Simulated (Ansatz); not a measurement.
# Hf2CO2 MXene bilayer (AA) in a perpendicular field

Wanted: the out-of-plane response of the Hf2CO2 MXene bilayer (AA). A positive field points along +c.

Calculated with Ansatz 0.2.0; plane-wave DFT, PBE-D3(BJ), Ansatz PAW.

### Step 1. Starting point

The cell holds 10 atoms: 4 O, 4 Hf and 2 C. Cell: a = 3.289 Å, b = 3.289 Å, c = 56.606 Å, α = 90.0°, β = 90.0°, γ = 120.0°. Regions: layer 1: Hf2CO2 MXene, 5 atoms (2 O, 2 Hf and 1 C); layer 2: Hf2CO2 MXene, 5 atoms (2 O, 2 Hf and 1 C). Vacuum lies along c.

### Step 2. Relaxation

The starting cell is a guess, so the in-plane lattice and the atoms are relaxed first, with the slab cut off from its images along the normal.

input.yaml reads:

```yaml
crystal:
  lattice:
    - [3.289, 0.0, 0.0]
    - [-1.6445, 2.848357553, 0.0]
    - [0.0, 0.0, 56.6058935935]
  atoms:
    - { symbol: O, position: [0.3333333333, 0.6666666667, 0.3868855098] }
    - { symbol: Hf, position: [0.6666666667, 0.3333333333, 0.4077088119] }
    - { symbol: C, position: [0.0, 0.0, 0.4306349013] }
    - { symbol: Hf, position: [0.3333333333, 0.6666666667, 0.4535609906] }
    - { symbol: O, position: [0.6666666667, 0.3333333333, 0.4743842927] }
    - { symbol: O, position: [0.3333333333, 0.6666666667, 0.5256157073] }
    - { symbol: Hf, position: [0.6666666667, 0.3333333333, 0.5464390094] }
    - { symbol: C, position: [0.0, 0.0, 0.5693650987] }
    - { symbol: Hf, position: [0.3333333333, 0.6666666667, 0.5922911881] }
    - { symbol: O, position: [0.6666666667, 0.3333333333, 0.6131144902] }
  periodic: [true, true, false]
kpoints:
  mp_grid: { grid: [12, 12, 1] }
hamiltonian:
  xc: pbe
  dispersion: d3bj
scf:
  occupations: { method: fermi_dirac, width: 0.05 }
  convergence: { dr2_threshold: 1.0e-09 }
relax:
  f_tol: 0.004
  max_steps: 90
  cell: {}
output:
  write_potential: true
  write_density: true
  volumetric_format: npy
```

The run is started by

```bash
ansatz run input.yaml --threads 4 --pin off --max-ram 8192MiB --backend cpu --events-out ev --progress --plain --runs-dir out
```

Numbers of over 12 decimals in the logs are rounded to 6 here.

What it wrote:

```text
Warning: relax.cell: scf.convergence.dr2_threshold = 1e-9 eV is looser than the 1.92267470491e-10 eV advised for a relaxation that steers and ends on the stress (1e-10 eV for each atom of the cell: 10, times the square of relax.cell.stress_2d_tol = 0.05 N/m over 22.8 Å (the atoms' height at the walk's start and 5 Å past either face), 2.192e-2 GPa, over a crystal's default 0.05). What an SCF threshold leaves in a stress goes as its square root, and in the free energy as the threshold itself, and one threshold admits the most on a small cell: [figures from the program's tests cut] Set scf.convergence.dr2_threshold to 1.92267470491e-10 eV or tighter. [rest of the remark cut]
Engine: ansatz 0.2.0, x86_64-unknown-linux-gnu
Pseudopotentials: kind: paw
Pseudopotential: O, paw, valence charge 6, recommended cutoff 420 eV (normal), O.paw.azcp
Pseudopotential: Hf, paw, valence charge 26, recommended cutoff 420 eV (normal), Hf.paw.azcp
Pseudopotential: C, paw, valence charge 4, recommended cutoff 420 eV (normal), C.paw.azcp
Functional definition: PBE
  parameter kappa = 0.804
  parameter beta = 0.066725
  exchange = pbe_x(kappa = kappa, mu = beta*pi^2/3)
  correlation = pbe_c(beta = beta)
Crystal: 10 atoms, lattice volume = 530.298 Å³
Basis set: ecut = 420 eV, 10533 PW (Γ), exchange–correlation on 48×48×768 points (8 copies of the dense FFT grid, shifted against one another)
Bands: 82, of which v1, the nominal top of the filled ones, is band 68 counted from 1 (67 counted from 0)
Symmetry: 12 space group operations
Space group: P-3m1 (ITA 164), of the structure as read, at distance tolerance 8.1e-5 Å
k-points: 19 of 144
Non-local potential: O, projectors of the file, l = 0: 2, l = 1: 2, l = 2: 1
Non-local potential: Hf, projectors of the file, l = 0: 3, l = 1: 2, l = 2: 2, l = 3: 3
Non-local potential: C, projectors of the file, l = 0: 2, l = 1: 2, l = 2: 1
PAW form: soft (Blöchl's): semilocal exchange-correlation on the pseudo side does not see the compensation charge
PAW one-centre angular grid: O, 110 points (default); XC on 64 Gauss nodes
PAW one-centre angular grid: Hf, 590 points (default); XC on 64 Gauss nodes
PAW one-centre angular grid: C, 110 points (default); XC on 64 Gauss nodes
Initial density: superposition of atomic densities (neutral atoms: chi_scale 0, normalization atom), corrected by the library's trained network
Initial wavefunctions: pseudopotential atomic-orbital guess
Functional: x = pbe(κ = 0.804, μ = 0.219515), c = pbe(β = 0.066725)
SCF iter   1: F=—  HF=-65670.008686 eV  |F-HF|=—  |Δ(HF+E_count)|=         —  Δρ=3.15e-3  dr2=6.65e-2  ethr=1.77e-3  ⟨swp⟩=9.8  Hψ=8471  notcnv=0  defer=50
preconditioner: auto → Resta (q_TF=auto, 2.175 Å⁻¹)  ε∞=2.1  [insulator: Δε(μ)=0.803 eV  Ē_g=17.240 eV  σ=0.050 eV  W_gap=1.00  n_scr=38 (ndim 8)  ℏωp=18.2 eV  f_vac=0.736  D(μ)=0.00/eV (n_scr^D=0)  ε∞_Penn≈2.1  vacuum switching on, ρ_ref=2.2e-2 e/Å³]
SCF iter   2: F=—  HF=-65670.001355 eV  |F-HF|=—  |Δ(HF+E_count)|=   7.33e-3  Δρ=2.05e-3  dr2=4.44e-2  ethr=4.89e-5  ⟨swp⟩=3.8  Hψ=4155  notcnv=0  defer=150
SCF iter   3: F=—  HF=-65670.001090 eV  |F-HF|=—  |Δ(HF+E_count)|=   2.65e-4  Δρ=1.59e-3  dr2=4.99e-2  ethr=3.26e-5  ⟨swp⟩=3.0  Hψ=2892  notcnv=0  defer=150
SCF iter   4: F=—  HF=-65669.997177 eV  |F-HF|=—  |Δ(HF+E_count)|=   3.91e-3  Δρ=5.50e-4  dr2=1.63e-3  ethr=3.26e-5  ⟨swp⟩=2.9  Hψ=1974  notcnv=0  defer=150
SCF iter   5: F=—  HF=-65669.997144 eV  |F-HF|=—  |Δ(HF+E_count)|=   3.22e-5  Δρ=2.12e-4  dr2=3.01e-4  ethr=1.20e-6  ⟨swp⟩=3.8  Hψ=3766  notcnv=0  defer=150
SCF iter   6: F=—  HF=-65669.997132 eV  |F-HF|=—  |Δ(HF+E_count)|=   1.29e-5  Δρ=9.59e-5  dr2=4.41e-5  ethr=2.21e-7  ⟨swp⟩=3.5  Hψ=3151  notcnv=0  defer=150
SCF iter   7: F=—  HF=-65669.997149 eV  |F-HF|=—  |Δ(HF+E_count)|=   1.79e-5  Δρ=4.55e-5  dr2=9.45e-6  ethr=3.24e-8  ⟨swp⟩=3.3  Hψ=3207  notcnv=0  defer=150
SCF iter   8: F=—  HF=-65669.997196 eV  |F-HF|=—  |Δ(HF+E_count)|=   4.63e-5  Δρ=1.55e-5  dr2=1.00e-6  ethr=6.95e-9  ⟨swp⟩=3.3  Hψ=3391  notcnv=0  defer=150
SCF iter   9: F=—  HF=-65669.997196 eV  |F-HF|=—  |Δ(HF+E_count)|=   3.10e-7  Δρ=6.39e-6  dr2=1.97e-7  ethr=7.38e-10  ⟨swp⟩=3.6  Hψ=3730  notcnv=0  defer=150
SCF iter  10: F=—  HF=-65669.997196 eV  |F-HF|=—  |Δ(HF+E_count)|=   1.03e-7  Δρ=1.91e-6  dr2=1.45e-8  ethr=1.45e-10  ⟨swp⟩=3.3  Hψ=3613  notcnv=0  defer=150
SCF iter  11: F=—  HF=-65669.997196 eV  |F-HF|=—  |Δ(HF+E_count)|=   1.74e-8  Δρ=8.14e-7  dr2=2.34e-9  ethr=1.07e-11  ⟨swp⟩=3.4  Hψ=3471  notcnv=0  defer=150
SCF iter  12: F=-65669.997196 eV  HF=-65669.997196 eV  |F-HF|=6.98e-10  |Δ(HF+E_count)|=   5.37e-9  Δρ=3.34e-7  dr2=3.75e-10  ethr=1.00e-12  ⟨swp⟩=13.4  Hψ=15779  notcnv=0
SCF 1 converged in 12 iterations: F = -65669.997196 eV  dr2 = 3.75e-10
  greatest PAW one-centre occupation: 0.999 electrons in one spin orbital (limit 2), on the Hf atom at site 6 (counted from 0), in its partial waves of l = 0
relax step   1: F+E_penalty+E_count = -65669.99719624 eV  Δ(F+E_penalty+E_count) = +0.000e0 eV  max|allowed force component| = 4.583e0 eV/Å  Δτ_max = 0.0000 Å  P = -16.376 N/m  Ω = 530.298 Å³  fix = [c, alpha, beta]  reactions: c -0.000 N/m  (12 SCF iters, accepted)
Crystal: 10 atoms, lattice volume = 522.809 Å³
Basis set: ecut = 420 eV, 10449 PW (Γ), exchange–correlation on 48×48×768 points (8 copies of the dense FFT grid, shifted against one another)
Initial density: handed on by an earlier stage of this run
Initial wavefunctions: those handed on with the density
iter 1 solved again at ethr=1.63e-3 eV; its pass at ethr=3.10e-3 eV (dr2=2.21e0 eV) is discarded
SCF iter   1: F=—  HF=-65672.036829 eV  |F-HF|=—  |Δ(HF+E_count)|=         —  Δρ=1.60e-2  dr2=2.22e0  ethr=1.63e-3  ⟨swp⟩=2.5  Hψ=9296  notcnv=0
preconditioner: auto → Resta (q_TF=auto, 2.180 Å⁻¹)  ε∞=2.1  [insulator: Δε(μ)=0.875 eV  Ē_g=17.638 eV  σ=0.050 eV  W_gap=1.00  n_scr=38 (ndim 8)  ℏωp=18.4 eV  f_vac=0.731  D(μ)=0.00/eV (n_scr^D=0)  ε∞_Penn≈2.1  vacuum switching on, ρ_ref=2.3e-2 e/Å³]
SCF iter   2: F=—  HF=-65671.372582 eV  |F-HF|=—  |Δ(HF+E_count)|=   6.64e-1  Δρ=6.40e-3  dr2=2.34e-1  ethr=1.63e-3  ⟨swp⟩=4.6  Hψ=4012  notcnv=0  defer=32
SCF iter   3: F=—  HF=-65671.321240 eV  |F-HF|=—  |Δ(HF+E_count)|=   5.13e-2  Δρ=2.86e-3  dr2=4.64e-2  ethr=1.72e-4  ⟨swp⟩=4.0  Hψ=3432  notcnv=0  defer=110
SCF iter   4: F=—  HF=-65671.316338 eV  |F-HF|=—  |Δ(HF+E_count)|=   4.90e-3  Δρ=1.13e-3  dr2=7.04e-3  ethr=3.42e-5  ⟨swp⟩=2.6  Hψ=2922  notcnv=0  defer=110
SCF iter   5: F=—  HF=-65671.317813 eV  |F-HF|=—  |Δ(HF+E_count)|=   1.47e-3  Δρ=6.31e-4  dr2=1.20e-2  ethr=5.18e-6  ⟨swp⟩=4.0  Hψ=4148  notcnv=0  defer=110
[...]
relax step  15: F+E_penalty+E_count = -65672.05527711 eV  Δ(F+E_penalty+E_count) = +2.507e-4 eV  max|allowed force component| = 2.248e-2 eV/Å  Δτ_max = 0.0062 Å  P = -0.102 N/m  Ω = 533.060 Å³  energy of the carried Pulay correction = -2.237e-3 eV  fix = [c, alpha, beta]  (10 SCF iters, rejected (line search))
relax step  16: F+E_penalty+E_count = -65672.05550249 eV  Δ(F+E_penalty+E_count) = +2.531e-5 eV  max|allowed force component| = 3.905e-4 eV/Å  Δτ_max = 0.0018 Å  P = +0.001 N/m  Ω = 532.863 Å³  energy of the carried Pulay correction = -2.078e-3 eV  fix = [c, alpha, beta]  reactions: c +0.000 N/m  (9 SCF iters, accepted)
Initial wavefunctions: pseudopotential atomic-orbital guess (no wavefunctions were taken with the density)
iter 1 solved again at ethr=8.95e-8 eV; its pass at ethr=3.10e-3 eV (dr2=1.22e-4 eV) is discarded
SCF iter   1: F=—  HF=-65672.057352 eV  |F-HF|=—  |Δ(HF+E_count)|=         —  Δρ=2.91e-5  dr2=3.78e-7  ethr=8.95e-8  ⟨swp⟩=7.2  Hψ=17257  notcnv=0
preconditioner: auto → Resta (q_TF=auto, 2.173 Å⁻¹)  ε∞=2.1  [insulator: Δε(μ)=0.774 eV  Ē_g=17.596 eV  σ=0.050 eV  W_gap=1.00  n_scr=38 (ndim 8)  ℏωp=18.2 eV  f_vac=0.764  D(μ)=0.00/eV (n_scr^D=0)  ε∞_Penn≈2.1  vacuum switching on, ρ_ref=2.2e-2 e/Å³]
SCF iter   2: F=—  HF=-65672.057554 eV  |F-HF|=—  |Δ(HF+E_count)|=   2.02e-4  Δρ=1.48e-5  dr2=2.44e-7  ethr=2.78e-10  ⟨swp⟩=4.9  Hψ=5365  notcnv=0
SCF iter   3: F=—  HF=-65672.057646 eV  |F-HF|=—  |Δ(HF+E_count)|=   9.17e-5  Δρ=8.29e-6  dr2=5.33e-8  ethr=1.80e-10  ⟨swp⟩=3.1  Hψ=3132  notcnv=0
SCF iter   4: F=—  HF=-65672.057706 eV  |F-HF|=—  |Δ(HF+E_count)|=   6.00e-5  Δρ=2.80e-6  dr2=6.46e-8  ethr=3.92e-11  ⟨swp⟩=4.3  Hψ=3722  notcnv=0
SCF iter   5: F=—  HF=-65672.057717 eV  |F-HF|=—  |Δ(HF+E_count)|=   1.08e-5  Δρ=7.24e-7  dr2=1.16e-9  ethr=3.92e-11  ⟨swp⟩=2.9  Hψ=2353  notcnv=0  defer=1
iter 6 met the thresholds in force, and the SCF goes on: an eigenvalue changes by 4.95 meV, over its tolerance of 1.06 meV (output.eigenvalues, Limitations)
SCF iter   6: F=-65672.057718 eV  HF=-65672.057718 eV  |F-HF|=4.29e-7  |Δ(HF+E_count)|=   1.13e-6  Δρ=3.15e-7  dr2=2.24e-10  ethr=1.00e-12  ⟨swp⟩=21.6  Hψ=17674  notcnv=0
iter 7 met the thresholds in force, and the SCF goes on: an eigenvalue changes by 5.91 meV, over its tolerance of 1.01 meV (output.eigenvalues, Limitations)
SCF iter   7: F=-65672.057718 eV  HF=-65672.057718 eV  |F-HF|=2.10e-7  |Δ(HF+E_count)|=   2.20e-7  Δρ=1.68e-7  dr2=3.14e-11  ethr=1.00e-12  ⟨swp⟩=9.9  Hψ=11773  notcnv=0
Mixer restart at iter 7: flushing history
SCF iter   8: F=-65672.057718 eV  HF=-65672.057718 eV  |F-HF|=1.75e-9  |Δ(HF+E_count)|=   2.10e-7  Δρ=7.99e-8  dr2=2.88e-11  ethr=1.00e-12  ⟨swp⟩=11.0  Hψ=12531  notcnv=0
SCF 17 converged in 8 iterations: F = -65672.057718 eV  dr2 = 2.88e-11
relax step  17: F+E_penalty+E_count = -65672.05771828 eV  Δ(F+E_penalty+E_count) = -2.216e-3 eV  max|allowed force component| = 3.697e-4 eV/Å  Δτ_max = 0.0000 Å  P = +0.038 N/m  Ω = 532.863 Å³  fix = [c, alpha, beta]  reactions: c +0.000 N/m  stress off target by 3.77e-2 N/m on what of the cell is left free  SCF on the basis re-selected at this cell (its energy is not comparable with the rows above)  (8 SCF iters)
basis re-selected at this cell: Δ(F+E_penalty+E_count) = -2.216e-3 eV, ΔP = +0.037 N/m vs the last step (what re-selecting the basis moved, of the pressure what is left beyond the Pulay correction that the steps carried, after the strain that the cell walked since its last selection, with what the two solves' SCF thresholds leave and, on support functions, any second-order correction that the steps lacked; it is no m [...]
WARN: The output density's exchange-correlation potential varies sharply where the density is thin. Do not read a vacuum level from v_tot or v_xc, or from such a field of the output density. On a cell that repeats whose density bears no net charge and no dipole along the vacuum's axis use v_es (v_loc + v_h of the components); under efield.dipole_correction with no amplitude use v_es + v_field, which holds any externa [...]
SCF converged after 8 iterations
an eigenvalue changed by more than its tolerance at an iteration that met the thresholds in force, so the SCF went on 2 times, its first undamped step at iteration 7: the last check found none over its tolerance
Free energy (F): -65672.057718 eV
Harris-Foulkes:  -65672.057718 eV  (|F-HF|=1.75e-9)
Internal energy: -65672.057699 eV  (E = F + TS)
E sigma→0 (E₀):  -65672.057709 eV
Entropy (-TS):   -0.000019 eV (-0.002 meV/atom)
Fermi energy:    -4.931065 eV
--- Per-component energies (eV) ---
  E_band       = -2927.237484
  E_kinetic    = 2565.886022
  E_local      = -1822838.736066  (includes V_loc(G=0)·N_el)
  E_nonlocal   = -4728.159643
  E_hartree    = 909047.974088
  E_xc         = -1592.823919
  E_vxc        = -1562.568645  (∫ρ·V_xc dr)
  E_paw        = -28539.688012  (= ΣΔE_a)
  E_vpaw       = 5540.382758  (= ΣTr[D̂ρ^β])
  E_aug_tail   = 0.009843  (compensation charges beyond the density's cutoff)
  E_ewald      = 880415.775863
  E_disp       = -2.295875  (pairwise vdW)
  E_smearing   = -0.000019  (= −TS)
  E_closure    = -0.000000  (closes the sum)
  Σ components = -65672.057718   (vs F -65672.057718, Δ=0.00e0)
--- Forces (eV/Å), atoms counted from 1 ---
  atom   1  O      0.00000000    -0.00000000    -0.00002066
  atom   2  Hf     0.00000000    -0.00000000     0.00036966
  atom   3  C      0.00000000    -0.00000000     0.00002629
  atom   4  Hf    -0.00000000     0.00000000     0.00006193
  atom   5  O      0.00000000     0.00000000     0.00019604
  atom   6  O     -0.00000000    -0.00000000    -0.00019604
  atom   7  Hf     0.00000000    -0.00000000    -0.00006193
  atom   8  C      0.00000000     0.00000000    -0.00002629
  atom   9  Hf     0.00000000     0.00000000    -0.00036966
  atom  10  O      0.00000000     0.00000000     0.00002066
  max |Σ_I F_I| component: 3.71e-17 eV/Å
--- 2D stress c σ (N/m, compression-positive) ---
        0.037664      -0.000000       0.000000
        0.000000       0.037664       0.000000
        0.000000       0.000000       0.000000
  P = ½ c Tr σ = 0.0377 N/m
--- Band table (eV; the first three rows and the last of 19) ---
  k-point 0: bands = [... 64 lower, -5.3548, -5.3548, -5.3100, -5.3100, -3.2008, -3.2008, -3.0493, -3.0493, ... 10 higher]
  k-point 1: bands = [... 64 lower, -5.8661, -5.7990, -5.6476, -5.5257, -3.2020, -3.1622, -2.9044, -2.7001, ... 10 higher]
  k-point 2: bands = [... 64 lower, -6.3470, -6.1946, -6.1054, -5.9744, -3.5794, -3.4197, -2.3320, -2.3043, ... 10 higher]
  k-point 18: bands = [... 64 lower, -7.7471, -7.7245, -7.6894, -7.6894, -2.9218, -2.7927, -1.8483, -1.8483, ... 10 higher]
  the weakly bound empty levels are not read free of the cell's end (no_gap_told)
--- Relaxed structure (16 steps of the walk, 12 accepted, 1 SCFs on fresh bases) ---
  F+E_penalty+E_count = -65672.05771828 eV   max|allowed force component| = 3.697e-4 eV/Å   (the final SCF, on the basis selected at the relaxed cell)
  cell:  # Å, volume = 532.8632 Å³
    - [3.296945, 0, 0]
    - [-1.648473, 2.855238, 0]
    - [0, 0, 56.6058935935]
  atoms:
    - { symbol: O, position: [0.333333, 0.666667, 0.404698] }
    - { symbol: Hf, position: [0.666667, 0.333333, 0.420961] }
    - { symbol: C, position: [9.251604910044675e-18, 0, 0.445160] }
    - { symbol: Hf, position: [0.333333, 0.666667, 0.469410] }
    - { symbol: O, position: [0.666667, 0.333333, 0.484795] }
    - { symbol: O, position: [0.333333, 0.666667, 0.515205] }
    - { symbol: Hf, position: [0.666667, 0.333333, 0.530590] }
    - { symbol: C, position: [-9.251604910044812e-18, 0, 0.554840] }
    - { symbol: Hf, position: [0.333333, 0.666667, 0.579039] }
    - { symbol: O, position: [0.666667, 0.333333, 0.595302] }
```

Elapsed: 11 min, on 4 threads of Intel Xeon at 2.50GHz (Skylake/Cascade Lake), shared host; peak memory 1.7 GiB; 40 min of CPU time.

Relaxation path:

```
step  energy less that of the first step (eV)  largest force component (eV/Å)  volume (Å³)
   1                                   0.0000                          4.5831       530.30
   2                                  -1.3199                          2.9052       522.81
   3                                  -1.7912                          0.2738       536.88
   4                                  -1.9121                          0.5030       518.91
   5                                  -1.9928                          0.0848       520.68
   6                                  -2.0368                          0.0786       521.66
   7                                  -2.0550                          0.1082       525.31
   8                                  -2.0575                          0.0599       530.42
   9                                  -2.0535                          0.1430       534.02
  10                                  -2.0584                          0.0399       531.57
  11                                  -2.0534                          0.1102       533.40
  12                                  -2.0587                          0.0066       532.12
  13                                  -2.0575                          0.0219       533.59
  14                                  -2.0583                          0.0113       532.81
  15                                  -2.0581                          0.0225       533.06
  16                                  -2.0583                          0.0004       532.86
 17*                                  -2.0605                          0.0004       532.86
```

Relaxation steps marked * repeat the geometry before them on a plane-wave basis chosen anew for their cell, so energy and pressure can jump there. Relaxation steps 9, 11, 13, 15 were tried and not accepted.

Forces are held to the 12 operations that the run works with; a distortion that breaks them can't arise in this run.

```csv
cell as run,before,after,change
a (Å),3.289,3.297,+0.2 %
b (Å),3.289,3.297,+0.2 %
```

The atoms that moved most (Å, along periodic axes as changes of fractional coordinates times the final cell, across vacuum about the mean position):

```
atom     dx     dy      dz  length
 O10  0.000  0.000  -1.008   1.008
  O1  0.000  0.000   1.008   1.008
 Hf7  0.000  0.000  -0.897   0.897
 Hf4  0.000  0.000   0.897   0.897
  C3  0.000  0.000   0.822   0.822
  C8  0.000  0.000  -0.822   0.822
 Hf2  0.000  0.000   0.750   0.750
 Hf9  0.000  0.000  -0.750   0.750
```

The lattice constant a goes from 3.289 to 3.297 Å.

[end of part 1 of 3]

[Logs are printed without paths, hosts, clocks, repeated set-up lines and the standing remarks that a program may print on its own settings, such as how far it seeks lower states.]

[Hosts, paths, dates, database ids (printed as entryN), source tags and the programs' standing remarks are cut or masked in the printed files.]

[Maps of the electrostatic potential energy from Ansatz leave out the sawtooth potential of an applied field or a dipole correction, so their vacuum need not be flat; planar profiles and work functions include it.]
